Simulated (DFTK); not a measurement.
The system is GaAs.

```
CELL_PARAMETERS angstrom
0.00000 2.82685 2.82685
2.82685 0.00000 2.82685
2.82685 2.82685 0.00000
ATOMIC_POSITIONS crystal
As 0.75000 0.75000 0.75000
Ga 0.00000 0.00000 0.00000
```

Base run:

```yaml
Program: DFTK 0.8.2
Functional: PBE
Potentials_or_basis: dojo.nc.sr.pbe.v0_4_1.standard.upf (PBE)
Cutoff: 1143 eV
k_mesh: 8 × 8 × 8
Occupations: fermi-dirac, width 0.05 eV
Spin: no spin polarisation
```

Its results: band gap on the k mesh 0.52 eV, direct; pressure 3.4 GPa.

**Question.** The run is repeated on the same cell with these changes: functional from PBE to LDA; potentials or basis from dojo.nc.sr.pbe.v0_4_1.standard.upf (PBE) to cp2k.nc.sr.lda.v0_1.largecore.gth (LDA, GTH, large core); cutoff from 1143 eV to 735 eV; valence electrons from 28 to 8. What comes out?

**Answer.** Band gap on the k mesh 0.47 eV, direct; pressure -4.5 GPa.

Caveats: GTH potentials come without recommended cutoffs, and this one wasn't checked for convergence (some runs); this set keeps more shells in the core, which shifts pressures and gaps (some runs).

Not every run made on this cell is shown here.
